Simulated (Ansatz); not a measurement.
**Li2H and its competing phases**

Computed with Ansatz, DFT PBE, scalar-relativistic, plane waves, PAW. Settings: cutoff 420 eV, Γ-centred meshes spaced at most about 0.3 Å⁻¹, and about 0.25 Å⁻¹ or finer for metals (2π included), Gaussian smearing. No spin polarisation.

Formation energies are uncorrected and refer to the elements' standard structures at the same level (H₂ as a molecule).

All energies are static (0 K, no zero-point motion). With hydrogen, zero-point motion can shift formation energies by some tens of meV/atom.

The competitors are the elements and 1 reference phase of this chemical system (from databases or known types: LiH), relaxed at the same level; other known phases may be missing.

The candidate was reached from: ordered vacancies on the anion sites of nickel arsenide, changed on relaxing.

```cif
data_structure
_symmetry_space_group_name_H-M 'R3m:H'
_symmetry_Int_Tables_number 160
_cell_length_a 2.8099
_cell_length_b 2.8099
_cell_length_c 15.3413
_cell_angle_alpha 90.000
_cell_angle_beta 90.000
_cell_angle_gamma 120.000
_cell_volume 104.90
loop_
_atom_site_label
_atom_site_type_symbol
_atom_site_symmetry_multiplicity
_atom_site_Wyckoff_symbol
_atom_site_fract_x
_atom_site_fract_y
_atom_site_fract_z
_atom_site_occupancy
Li1 Li 3 a 0.00000 0.00000 0.08153 1
Li2 Li 3 a 0.66667 0.33333 0.25182 1
H1 H 3 a 0.66667 0.33333 0.00029 1
```

The lowest competing mixture at this composition:

```tsv
phase	space group	source	share of atoms	ΔE_f (eV/atom)
Li	-	element	0.3333	-0.0036
LiH	Fm-3m (No. 225)	textbook type	0.6667	-0.417
```

The lowest database cell of Li (-0.0036) lies slightly below the reference, hence the non-zero entry.

Question: What are the hull's energy here, the candidate's formation energy and its margin?

Answer: The hull lies at -0.279 eV/atom, the weighted sum of the last column. The candidate has -0.196 eV/atom, which is 83 meV/atom above it. The candidate matches no cell in the subsets of the Crystallography Open Database and the Materials Project at hand. It is metastable at best. Checks: no imaginary mode at Γ (other wave vectors untested). It has the anti-3R molybdenite type.
